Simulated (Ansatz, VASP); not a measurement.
This is a calculation of C (Carbon) for Ansatz 0.2.0. 

input.yaml

```yaml
crystal:
  lattice:
    - [2.5221, 0.0, 0.0]
    - [-1.26105, 2.1842026709, 0.0]
    - [0.0, 0.0, 8.2371]
  atoms:
    - { symbol: C, position: [0.6666666667, 0.3333333333, 0.84375] }
    - { symbol: C, position: [0.3333333333, 0.6666666667, 0.34375] }
    - { symbol: C, position: [0.6666666667, 0.3333333333, 0.65625] }
    - { symbol: C, position: [0.3333333333, 0.6666666667, 0.15625] }
    - { symbol: C, position: [0.0, 0.0, 0.90625] }
    - { symbol: C, position: [0.0, 0.0, 0.40625] }
    - { symbol: C, position: [0.0, 0.0, 0.59375] }
    - { symbol: C, position: [0.0, 0.0, 0.09375] }
hamiltonian:
  xc: blyp
  pseudopotentials: { kind: paw }
  dispersion: d3bj
kpoints:
  mp_grid: { grid: [12, 12, 4] }
scf:
  occupations: { method: fermi_dirac, width: 0.05 }
output:
  forces: true
  stress: true
relax:
  f_tol: 0.01
  max_steps: 40
  cell: { stress_tol: 0.05 }
```

Potentials or basis: Ansatz PAW.

Launch:

```bash
$ ansatz run input.yaml --threads 4 --pin off --max-ram 11264MiB --backend cpu --events-out ev --progress --plain --runs-dir out
```

Set up the same calculation for VASP 6.6.1. Potentials or basis there: PBE PAW files C, 600 eV.

As run (cutoffs and basis follow the program's own potentials, and thresholds, step limits or extra output files can differ):

Contents of INCAR:

```
PREC     = Accurate       # precision mode
ENCUT    = 600            # plane-wave cutoff, eV
EDIFF    = 1E-6           # SCF threshold, eV
ISMEAR   = -1             # smearing method
SIGMA    = 0.05           # smearing width, eV
LREAL    = False          # projectors in reciprocal space
LASPH    = True           # aspherical terms in the spheres
NELM     = 60             # most SCF steps
ALGO     = Normal         # electronic algorithm
ISIF     = 3              # what is computed and relaxed
LWAVE    = False          # write WAVECAR
LCHARG   = False          # write CHGCAR
GGA      = B5             # functional
ALDAX    = 1.0          
AGGAX    = 1.0          
AGGAC    = 1.0          
ALDAC    = 0.0          
IVDW     = 12             # dispersion correction
VDW_S6   = 1.0          
VDW_S8   = 2.6996       
VDW_A1   = 0.4298       
VDW_A2   = 4.2359       
IBRION   = 2              # ionic algorithm
NSW      = 60             # ionic steps
EDIFFG   = -0.01          # ionic threshold
```

KPOINTS

```
regular mesh
0
Gamma
  12 12 4
```

The input POSCAR:

```
C
1.0
    2.5221000000      0.0000000000      0.0000000000
   -1.2610500000      2.1842026709      0.0000000000
    0.0000000000      0.0000000000      8.2371000000
C
8
Direct
    0.6666666667      0.3333333333      0.8437500000
    0.3333333333      0.6666666667      0.3437500000
    0.6666666667      0.3333333333      0.6562500000
    0.3333333333      0.6666666667      0.1562500000
    0.0000000000      0.0000000000      0.9062500000
    0.0000000000      0.0000000000      0.4062500000
    0.0000000000      0.0000000000      0.5937500000
    0.0000000000      0.0000000000      0.0937500000
```

Potentials or basis: VASP PAW PBE potentials, release 64 (C).

Launch:

```bash
$ cat potpaw_PBE.64/C/POTCAR > POTCAR
$ mpirun -np 1 vasp_std > vasp.out
```

Both were run:

|  | Ansatz | VASP |
| --- | --- | --- |
| Relaxed volume | 5.69 Å³/atom | 5.69 Å³/atom |
| Relaxed cell | a = 2.516 Å, b = 2.516 Å, c = 8.299 Å, α = 90.00°, β = 90.00°, γ = 120.00° | a = 2.516 Å, b = 2.516 Å, c = 8.299 Å, α = 90.00°, β = 90.00°, γ = 120.00° |
| Space group after relaxing | P6_3/mmc (No. 194) | P6_3/mmc (No. 194) |
| Pressure after relaxing | 0.0 GPa | 0.0 GPa |

Ansatz's pressure holds a Pulay term of +1.22 GPa for its cutoff of 420 eV, which the other run lacks.

Ansatz's potentials were made for PBE. VASP's potentials were made for PBE.

Where Ansatz's input types no cutoff or centring, it takes its own default and a Γ-centred mesh.

Pressure is positive in compression.
